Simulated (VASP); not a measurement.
# Mg (P6_3/mmc) in VASP: settings compared

One crystal, Mg, is run at these levels: PBE, HSE06; tasks: single point, relaxation of cell and atoms.

Program: VASP 6.6.1. These are calculated values, not measurements. Logs are shortened: lines on timing, memory, paths and dates and some standing lists are left out, and cuts for length are marked.

**1. The crystal as given**

The structure is hexagonal, space group P6_3/mmc (No. 194). Conventional cell: a = 3.185 Å, b = 3.185 Å, c = 5.231 Å, α = 90.00°, β = 90.00°, γ = 120.00°. Mg (site symmetry -6m2) is surrounded by 12 Mg at 3.19 to 3.20 Å.

**2. Single point, PBE**

File INCAR:

```
  ALGO = Normal
  EDIFF = 1E-6
  ENCUT = 520
  GGA = PE
  ISIF = 2
  ISMEAR = 0
  LASPH = T
  LCHARG = F
  LREAL = F
  LWAVE = F
  NBANDS = 9
  NELM = 100
  PREC = Accurate
  SIGMA = 0.05
```

File KPOINTS:

```
k-points
0
Gamma
  8 8 4
```

File POSCAR:

```
Mg
1.0
    3.1852406981      0.0000000000      0.0000000000
   -1.5926203490      2.7584993617      0.0000000000
    0.0000000000      0.0000000000      5.2309806094
Mg
2
Direct
    0.3333333333      0.6666666667      0.7500000000
    0.6666666667      0.3333333333      0.2500000000
```

Potentials or basis: VASP PAW PBE potentials, release 64 (Mg).

Run with:

```
> cat potpaw_PBE.64/Mg/POTCAR > POTCAR
> mpirun -np 1 vasp_std > vasp.out
```

OUTCAR:

```text
EDIFF = 1E-6
   ENCUT = 520
   GGA = PE
   ISIF = 2
   ISMEAR = 0
   LASPH = T
   LREAL = F
   NELM = 100
   PREC = Accurate

 ion  position               nearest neighbor table
   1  0.333  0.667  0.750-   2 3.20   2 3.20   2 3.20   2 3.20   2 3.20   2 3.20
   2  0.667  0.333  0.250-   1 3.20   1 3.20   1 3.20   1 3.20   1 3.20   1 3.20

  LATTYP: Found a hexagonal cell.
 ALAT       =     3.1852406981
 C/A-ratio  =     1.6422559879

  Lattice vectors:

 A1 = (   3.1852406981,   0.0000000000,   0.0000000000)
 A2 = (  -1.5926203490,   2.7584993617,   0.0000000000)
 A3 = (   0.0000000000,   0.0000000000,   5.2309806094)

Analysis of symmetry for initial positions (statically):
=====================================================================
 Subroutine PRICEL returns:
 Original cell was already a primitive cell.

 Routine SETGRP: Setting up the symmetry group for a
 hexagonal supercell.

 Subroutine GETGRP returns: Found 24 space group operations
 (whereof 12 operations were pure point group operations)
 out of a pool of 24 trial point group operations.

The static configuration has the point symmetry D_3d.
 The point group associated with its full space group is D_6h.

Analysis of symmetry for dynamics (positions and initial velocities):
=====================================================================
 Subroutine PRICEL returns:
 Original cell was already a primitive cell.

 Routine SETGRP: Setting up the symmetry group for a
 hexagonal supercell.

 Subroutine GETGRP returns: Found 24 space group operations
 (whereof 12 operations were pure point group operations)
 out of a pool of 24 trial point group operations.

The dynamic configuration has the point symmetry D_3d.
 The point group associated with its full space group is D_6h.

 Subroutine INISYM returns: Found 24 space group operations
 (whereof 12 operations are pure point group operations),
 and found     1 'primitive' translations

----------------------------------------------------------------------------------------

                                     Primitive cell

  volume of cell :      45.9619

  direct lattice vectors                    reciprocal lattice vectors
     3.185240698  0.000000000  0.000000000     0.313948017  0.181257972  0.000000000
    -1.592620349  2.758499362  0.000000000     0.000000000  0.362515944  0.000000000
     0.000000000  0.000000000  5.230980609     0.000000000  0.000000000  0.191168745

  length of vectors
     3.185240698  3.185240698  5.230980609     0.362515944  0.362515944  0.191168745

  position of ions in fractional coordinates (direct lattice)
     0.333333333  0.666666667  0.750000000
     0.666666667  0.333333333  0.250000000

  ion indices of the primitive-cell ions
   primitive index   ion index
                 1           1
                 2           2

----------------------------------------------------------------------------------------

 KPOINTS: k-points

Automatic generation of k-mesh.
 Grid dimensions read from file:
 generate k-points for:    8    8    4

 Generating k-lattice:

  Cartesian coordinates                     Fractional coordinates (reciprocal lattice)
     0.039243502  0.022657246  0.000000000     0.125000000 -0.000000000  0.000000000
     0.000000000  0.045314493  0.000000000     0.000000000  0.125000000  0.000000000
     0.000000000  0.000000000  0.047792186     0.000000000  0.000000000  0.250000000

  Length of vectors
     0.045314493  0.045314493  0.047792186

  Shift w.r.t. Gamma in fractional coordinates (k-lattice)
     0.000000000  0.000000000  0.000000000

 Subroutine IBZKPT returns following result:
 ===========================================

 Found     30 irreducible k-points:

 Following reciprocal coordinates:
            Coordinates               Weight
  0.000000  0.000000  0.000000      1.000000
  0.125000  0.000000  0.000000      6.000000
  0.250000  0.000000  0.000000      6.000000
  0.375000  0.000000  0.000000      6.000000
  0.500000  0.000000  0.000000      3.000000
  0.125000  0.125000  0.000000      6.000000
[... 16 lines left out ...]
  0.250000  0.000000  0.500000      6.000000
  0.375000  0.000000  0.500000      6.000000
 [... further k-points ...]
   k-points           NKPTS =     30   k-points in BZ     NKDIM =     30   number of bands    NBANDS=      9
   number of dos      NEDOS =    301   number of ions     NIONS =      2
   total plane-waves  NPLWV =  23040
   dimension x,y,z NGX =    24 NGY =   24 NGZ =   40
   dimension x,y,z NGXF=    48 NGYF=   48 NGZF=   80
   ions per type =               2
   NGX,Y,Z   is equivalent  to a cutoff of  12.53, 12.53, 12.71 a.u.
   NGXF,Y,Z  is equivalent  to a cutoff of  25.05, 25.05, 25.42 a.u.
 SYSTEM =  unknown system
   PREC   = accura    normal or accurate (medium, high low for compatibility)
   ISTART =      0    job   : 0-new  1-cont  2-samecut
   ICHARG =      2    charge: 1-file 2-atom 10-const
   ISPIN  =      1    spin polarized calculation?
   LNONCOLLINEAR =      F non collinear calculations
   LSORBIT =      F    spin-orbit coupling
   LASPH  =      T    aspherical Exc in radial PAW
   ENCUT  =  520.0 eV  38.22 Ry    6.18 a.u.   5.92  5.92  9.73*2*pi/ulx,y,z
   NELM   =    100;   NELMIN=  2; NELMDL= -5     # of ELM steps
   EDIFF  = 0.1E-05   stopping-criterion for ELM
   LREAL  =      F    real-space projection
   EDIFFG = 0.1E-04   stopping-criterion for IOM
   NSW    =      0    number of steps for IOM
   IBRION =     -1    ionic relax: 0-MD 1-quasi-New 2-CG
   NFREE  =      0    steps in history (QN), initial steepest desc. (CG)
   ISIF   =      2    stress and relaxation
   ISYM   =      2    0-nonsym 1-usesym 2-fastsym
   POTIM  = 0.5000    time-step for ionic-motion
   TEBEG  =    0.0;   TEEND  =   0.0 temperature during run
   PSTRESS=    0.0 pullay stress
   NELECT =       4.0000    total number of electrons
   NUPDOWN=      -1.0000    fix difference up-down
   EMIN   =  10.00;   EMAX   =-10.00  energy-range for DOS
   EFERMI =   0.00;   METHOD = LEGACY
   ISMEAR =     0;   SIGMA  =   0.05  broadening in eV -4-tet -1-fermi 0-gaus
   EFERMI_NEDOS =   21; number of points for ismear=-14 and -15
   IALGO  =     38    algorithm
   IMIX   =      4    mixing-type and parameters
     AMIX     =   0.40;   BMIX     =  1.00
     AMIX_MAG =   1.60;   BMIX_MAG =  1.00
  volume/ion in A,a.u.               =      22.98       155.08
  Fermi-wavevector in a.u.,A,eV,Ry     =   0.725486  1.370969  7.161144  0.526329
  Thomas-Fermi vector in A             =   1.816219
   LORBIT       =      0    0 simple, 1 ext, 2 COOP (PROOUT), +10 PAW based schemes
   GGA     = PE    functional components
   LHFCALC =     F    Hartree Fock is set to
   AEXX    =    0.0000 exact exchange contribution
   IVDW    =     0    specifies the selected vdW correction
   LEPSILON=     F    determine dielectric tensor
   LRPA    =     F    only Hartree local field effects (RPA)
 non-spin polarized calculation
 Gauss-broadening in eV      SIGMA  =   0.05
  energy-cutoff  :      520.00
  volume of cell :       45.96
 maximum number of plane-waves:      1252
 NGX is ok and might be reduce to    24
   NGX = 11   NGY = 11   NGZ = 19

 number of electron       4.0000000 magnetization

 Free energy of the ion-electron system (eV)
  ---------------------------------------------------
  ext. energy  EPLUGINS =         0.00000000
  ---------------------------------------------------
  free energy    TOTEN  =        -3.03559294 eV

  energy without entropy =       -3.03517483  energy(sigma->0) =       -3.03538389

 E-fermi :   2.4877     XC(G=0):  -8.4874

 val. band max:        2.4533466466   @ k =   0.2500   0.0000   0.0000
 cond. band min:       2.8421171158   @ k =   0.3750   0.1250   0.2500
 fundamental gap:      0.3887704692
 Fermi energy:         2.4876828590

 k-point     1 :       0.0000    0.0000    0.0000
  band No.  band energies     occupation
      1      -4.2985      2.00000
      2       0.8862      2.00000
      3       1.2840      2.00000
      4      13.6834      0.00000
      5      13.6834      0.00000
      6      13.8231      0.00000
      7      13.8231      0.00000
      8      14.3765      0.00000
      9      16.1666      0.00000

 k-point     2 :       0.1250    0.0000    0.0000
  band No.  band energies     occupation
      1      -3.9891      2.00000
      2       1.1696      2.00000
      3       1.5845      2.00000
      4      10.1098      0.00000
      5      11.9422      0.00000
      6      12.6635      0.00000
      7      14.7894      0.00000
      8      15.0155      0.00000
      9      15.8509      0.00000

 k-point     3 :       0.2500    0.0000    0.0000
  band No.  band energies     occupation
      1      -3.0667      2.00000
      2       2.0209      2.00000
      3       2.4533      1.66854
      4       6.5048      0.00000
      5      10.6473      0.00000
      6      10.6809      0.00000
      7      11.1647      0.00000
      8      12.8260      0.00000
      9      15.0914      0.00000

 k-point     4 :       0.3750    0.0000    0.0000
  band No.  band energies     occupation
      1      -1.5495      2.00000
      2       2.9382      0.00000
      3       3.4417      0.00000
      4       4.3142      0.00000
      5       8.0298      0.00000
      6       8.3622      0.00000
      7       9.8725      0.00000
      8      11.3955      0.00000
      9      14.2085      0.00000
[... 205 lines left out ...]
 k-point    22 :       0.1250    0.0000    0.5000
  band No.  band energies     occupation
      1      -2.6237      2.00000
      2      -2.6237      2.00000
      3       7.7302      0.00000
      4       7.7302      0.00000
      5      11.3148      0.00000
      6      11.3148      0.00000
      7      13.0816      0.00000
      8      13.0816      0.00000
      9      14.6110      0.00000

 k-point    23 :       0.2500    0.0000    0.5000
  band No.  band energies     occupation
      1      -1.7146      2.00000
      2      -1.7146      2.00000
      3       7.4551      0.00000
      4       7.4551      0.00000
      5       8.8098      0.00000
      6       8.8098      0.00000
      7      11.8045      0.00000
      8      11.8045      0.00000
      9      13.2108      0.00000

 k-point    24 :       0.3750    0.0000    0.5000
  band No.  band energies     occupation
      1      -0.2221      2.00000
      2      -0.2221      2.00000
      3       4.4994      0.00000
      4       4.4994      0.00000
      5       9.8299      0.00000
      6       9.8299      0.00000
      7      11.0280      0.00000
      8      11.0280      0.00000
      9      12.3338      0.00000

 [... further k-points ...]

------------------------ aborting loop because EDIFF is reached ----------------------------------------

  FORCE on cell =-STRESS in cart. coord.  units (eV):
  Direction    XX          YY          ZZ          XY          YZ          ZX
  --------------------------------------------------------------------------------------
  -------------------------------------------------------------------------------------
  Total       -0.0552068     -0.0552068     -0.0863789     -0.0000000     -0.0000000      0.0000000
  in kB       -1.9244409     -1.9244409     -3.0110644     -0.0000000     -0.0000000      0.0000000
  external PRESSURE =      -2.2866487 kB  Pullay stress =       0.0000000 kB

 VOLUME and BASIS-vectors are now :
 -----------------------------------------------------------------------------
  energy-cutoff  :      520.00
  volume of cell :       45.96
      direct lattice vectors                 reciprocal lattice vectors
     3.185240698  0.000000000  0.000000000     0.313948017  0.181257972  0.000000000
    -1.592620349  2.758499362  0.000000000     0.000000000  0.362515944  0.000000000
     0.000000000  0.000000000  5.230980609     0.000000000  0.000000000  0.191168745

 POSITION                                       TOTAL-FORCE (eV/Angst)
 -----------------------------------------------------------------------------------
     -0.00000      1.83900      3.92324         0.000000     -0.000000      0.000000
      1.59262      0.91950      1.30775        -0.000000      0.000000      0.000000
 -----------------------------------------------------------------------------------
    total drift:                                0.000000     -0.000000      0.000000

  FREE ENERGIE OF THE ION-ELECTRON SYSTEM (eV)
  ---------------------------------------------------
  free  energy   TOTEN  =        -3.0355929430 eV

  energy  without entropy=       -3.0351748324  energy(sigma->0) =       -3.03538389
```

Run time: 3.5 s. Hardware: 1 thread of Intel Xeon 6975P-C (Granite Rapids), shared host; peak memory 0.15 GiB.

What came out:

```yaml
Free_energy: -3.0356 eV
Pressure: -0.2 GPa
Band_gap_on_the_k_mesh: none (metal or under the smearing width)
```

Stress tensor (GPa, compression positive):
```
-0.19  0.00  0.00
 0.00 -0.19  0.00
 0.00  0.00 -0.30
```

**3. Relaxation of cell and atoms, PBE**

This run uses another cell than the first one, of 23.26 Å³/atom, 1.012 times its volume.

File INCAR:

```
SYSTEM = Mg
PREC     = Accurate       ! precision mode
ENCUT    = 600            ! plane-wave cutoff, eV
EDIFF    = 1E-6           ! SCF threshold, eV
ISMEAR   = 0              ! smearing method
SIGMA    = 0.05           ! smearing width, eV
LREAL    = .FALSE.        ! projectors in reciprocal space
LASPH    = .TRUE.         ! aspherical terms in the spheres
NELM     = 100            ! most SCF steps
ALGO     = Normal         ! electronic algorithm
ISIF     = 3              ! what is computed and relaxed
LWAVE    = .FALSE.        ! write WAVECAR
LCHARG   = .FALSE.        ! write CHGCAR
GGA      = PE             ! functional
IBRION   = 2              ! ionic algorithm
NSW      = 80             ! ionic steps
EDIFFG   = -0.03          ! ionic threshold
```

File KPOINTS:

```
regular mesh
0
G
  8 8 4
  0 0 0
```

File POSCAR:

```
Mg
1.0
    3.2100000000      0.0000000000      0.0000000000
   -1.6050000000      2.7799415461      0.0000000000
    0.0000000000      0.0000000000      5.2130400000
Mg
2
Direct
    0.3333333333      0.6666666667      0.7500000000
    0.6666666667      0.3333333333      0.2500000000
```

Potentials or basis: VASP PAW PBE potentials, release 64 (Mg).

Run with:

```
> cat potpaw_PBE.64/Mg/POTCAR > POTCAR
> mpirun -np 1 vasp_std > vasp.out
```

It took 7.9 s on 1 thread of Intel Xeon 6975P-C (Granite Rapids), shared host; peak memory 0.18 GiB.

It converged, with:

```
Free energy                            : -3.0359 eV
Relaxed volume                         : 22.83 Å³/atom
Relaxed cell                           : a = 3.180 Å, b = 3.180 Å, c = 5.215 Å, α = 90.00°, β = 90.00°, γ = 120.00°
Space group after relaxing (to 0.05 Å) : P6_3/mmc (No. 194)
Energy gained by relaxing              : 1.4 meV/atom
Ionic steps                            : 3
Pressure after relaxing                : 0.0 GPa
Band gap on the k mesh                 : none (metal or under the smearing width)
```

The path:
| step | energy change (eV) | largest force (eV/Å) | pressure (GPa) | volume (Å³) |
| --- | --- | --- | --- | --- |
| 1 | 0.0000 | 0.0000 | -0.65 | 46.52 |
| 2 | -0.0026 | 0.0000 | -0.17 | 45.88 |
| 3 | -0.0028 | 0.0000 | 0.01 | 45.67 |

Final structure:
```
CELL_PARAMETERS angstrom
3.17996 0.00000 0.00000
-1.58998 2.75393 0.00000
0.00000 0.00000 5.21476
ATOMIC_POSITIONS crystal
Mg 0.33333 0.66667 0.75000
Mg 0.66667 0.33333 0.25000
```

Levels at points of the mesh, in eV from the Fermi level:
| k point | band 1 | band 2 | band 3 | band 4 | band 5 | band 6 |
| --- | --- | --- | --- | --- | --- | --- |
| (0.00, 0.00, 0.00) | -6.83 | -1.62 | -1.21 | 11.20 | 11.20 | 11.35 |
| (0.50, 0.00, 0.00) | -2.00 | -1.97 | 2.78 | 3.13 | 3.35 | 3.79 |
| (0.00, 0.00, 0.50) | -5.45 | -5.45 | 5.02 | 5.02 | 11.94 | 11.94 |
| (0.50, 0.00, 0.50) | -0.97 | -0.97 | -0.30 | -0.30 | 8.17 | 8.17 |

**4. Single point, HSE06**

This run uses another cell than the first one, of 22.89 Å³/atom, 0.996 times its volume.

File POSCAR:

```
Mg
1.0
    3.1809880352      0.0000000000      0.0000000000
   -1.5904940176      2.7548164477      0.0000000000
    0.0000000000      0.0000000000      5.2239966483
Mg
2
Direct
    0.3333333333      0.6666666667      0.7500000000
    0.6666666667      0.3333333333      0.2500000000
```

File INCAR.step1:

```
  ALGO = Normal
  EDIFF = 1E-5
  ENCUT = 520
  GGA = PE
  ISIF = 2
  ISMEAR = 0
  LASPH = T
  LREAL = F
  LWAVE = T
  NBANDS = 9
  NELM = 100
  PREC = Accurate
  SIGMA = 0.05
```

File INCAR.step2:

```
  ALGO = Normal
  EDIFF = 1E-7
  ENCUT = 520
  GGA = PE
  HFSCREEN = 0.2079
  ISIF = 2
  ISMEAR = 0
  ISTART = 1
  LASPH = T
  LCHARG = T
  LELF = T
  LHFCALC = T
  LREAL = F
  LVHAR = T
  LWAVE = F
  NBANDS = 9
  NELM = 100
  PREC = Accurate
  PRECFOCK = Normal
  SIGMA = 0.05
```

File KPOINTS:

```
k-points
0
Gamma
  8 8 4
```

Run with:

```
> cat potpaw_PBE.64/Mg/POTCAR > POTCAR
> cp INCAR.step1 INCAR
> mpirun -np 1 vasp_std > vasp.out
> cp INCAR.step2 INCAR
> mpirun -np 1 vasp_std > vasp.out
```

It took 5.3 min on 1 thread of Intel Xeon 6975P-C (Granite Rapids), shared host; peak memory 0.28 GiB.

It converged, with:

| Property | Result |
| --- | --- |
| Free energy | -3.0839 eV |
| Pressure | -0.2 GPa |
| Band gap on the k mesh | none (metal or under the smearing width) |

Levels at points of the mesh, in eV from the Fermi level:
```csv
k point,band 1,band 2,band 3,band 4,band 5,band 6,band 7
"(0.00, 0.00, 0.00)",-7.89,-1.87,-1.37,12.02,12.02,12.21,12.21
"(0.50, 0.00, 0.00)",-2.29,-2.25,3.16,3.51,3.78,4.23,7.81
"(0.00, 0.00, 0.50)",-6.31,-6.31,5.54,5.54,12.78,12.78,12.78
"(0.50, 0.00, 0.50)",-1.16,-1.16,-0.24,-0.24,8.87,8.87,9.02
```

Caveat: the PAW data sets were made with another functional, which shifts forces and pressure a little.

**5. Single point, HSE06**

This run uses another cell than the first one, of 22.89 Å³/atom, 0.996 times its volume.

POSCAR is that of step 4.

File INCAR.step1:

```
SYSTEM = Mg
ALGO = Normal ; EDIFF = 1E-5
ENCUT = 520 ; GGA = PE
ISIF = 2 ; ISMEAR = 0
LASPH = .True. ; LREAL = .False.
LWAVE = .True. ; NBANDS = 9
NELM = 100 ; PREC = Accurate
SIGMA = 0.05
```

File INCAR.step2:

```
SYSTEM = Mg
ALGO = Normal ; EDIFF = 1E-6
ENCUT = 520 ; GGA = PE
HFSCREEN = 0.2079 ; ISIF = 2
ISMEAR = 0 ; ISTART = 1
LASPH = .True. ; LCHARG = .True.
LELF = .True. ; LHFCALC = .True.
LREAL = .False. ; LVHAR = .True.
LWAVE = .False. ; NBANDS = 9
NELM = 100 ; PREC = Accurate
PRECFOCK = Normal ; SIGMA = 0.05
```

File KPOINTS:

```
k-points
0
Gamma
  8 8 4
  0 0 0
```

Run with:

```
> cat potpaw_PBE.64/Mg/POTCAR > POTCAR
> cp INCAR.step1 INCAR
> mpirun -np 1 vasp_std > vasp.out
> cp INCAR.step2 INCAR
> mpirun -np 1 vasp_std > vasp.out
```

It took 4 min on 1 thread of Intel Xeon 6975P-C (Granite Rapids), shared host; peak memory 0.28 GiB.

It converged, with:

```yaml
Free_energy: -3.0839 eV
Pressure: -0.2 GPa
Band_gap_on_the_k_mesh: none (metal or under the smearing width)
```

Levels at points of the mesh, in eV from the Fermi level:
| k point | band 1 | band 2 | band 3 | band 4 | band 5 |
| --- | --- | --- | --- | --- | --- |
| (0.00, 0.00, 0.00) | -7.89 | -1.87 | -1.37 | 12.02 | 12.02 |
| (0.50, 0.00, 0.00) | -2.29 | -2.25 | 3.16 | 3.51 | 3.78 |
| (0.00, 0.00, 0.50) | -6.31 | -6.31 | 5.54 | 5.54 | 12.78 |
| (0.50, 0.00, 0.50) | -1.16 | -1.16 | -0.24 | -0.24 | 8.87 |

Caveat: the PAW data sets were made with another functional, which shifts forces and pressure a little.

**6. The runs side by side**

```tsv
task	level	cell	cutoff (eV)	exchange at q = 0	grid for exact exchange (PRECFOCK)	screening parameter	gap on the mesh (eV)	pressure (GPa)
single point	PBE	P6_3/mmc, 22.98 Å³/atom	520	-	-	-	none	-0.2
relaxation of cell and atoms	PBE	relaxed	600	-	-	-	none	0.0
single point	HSE06	P6_3/mmc, 22.89 Å³/atom	520	truncated	Normal	0.2079 1/A	none	-0.2
```

Alike in all rows: potentials or basis VASP PAW PBE potentials, release 64 (Mg); no spin polarisation; k mesh 8 × 8 × 4; smearing gaussian 0.05 eV.

Caveats: the PAW data sets were made with another functional, which shifts forces and pressure a little (some runs).

Absolute energies hang on the potentials; compare differences alone.
